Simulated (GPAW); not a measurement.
Runs of GPAW 26.7.0 on TiB2. The structure is hexagonal, space group P6/mmm (No. 191). Conventional cell: a = 3.029 Å, b = 3.029 Å, c = 3.228 Å, α = 90.00°, β = 90.00°, γ = 120.00°. Ti (site symmetry 6/mmm) is surrounded by 12 B at 2.38 Å. Around B (site symmetry -6m2) lie 3 B at 1.75 Å. 

```tsv
task	level	potentials or basis	cell	k mesh	cutoff (eV)	maxiter	optimizer	fmax	max steps	convergence	gap on the mesh (eV)	pressure (GPa)	relaxed volume (Å³/atom)
single point	PBEsol	PAW data sets generated in the run's folder for this functional, pw	atoms moved at random, drawn with an rms of 0.05 Å	10 × 10 × 8	800	150	-	-	-	-	none	-4.0	-
relaxation of cell and atoms	PBEsol+D4	PAW data sets generated in the run's folder for this functional, pw	relaxed	7 × 7 × 6	800	150	BFGS	0.02 eV/Å	60	density=1e-05 forces=0.0001	none	-0.1	8.25
single point	PBEsol	PAW data sets generated in the run's folder for this functional, pw	as given	10 × 10 × 8	800	150	-	-	-	-	none	(a)	-
single point	PBE	GPAW PAW data sets (gpaw-data 1.2.1), pw	as given	8 × 8 × 7	600	120	-	-	-	default	none	0.3	-
relaxation of cell and atoms	PBEsol	PAW data sets generated in the run's folder for this functional, pw	relaxed	7 × 7 × 6	800	150	BFGS	0.02 eV/Å	60	density=1e-05 forces=0.0001	none	0.0	8.39
```

Alike in all rows: no spin polarisation; smearing fermi-dirac 0.05 eV.

Q: Fill in the values left out.

A: (a) -4.6.

Caveats: later steps reuse the first step's grids (some runs); pairwise dispersion overbinds metals, which lowers pressure and volume (some runs); the cutoff is short for stress and forces, so pressures can be off by a GPa or more (some runs).

A gap of «none» marks a metal or a gap under the smearing width.
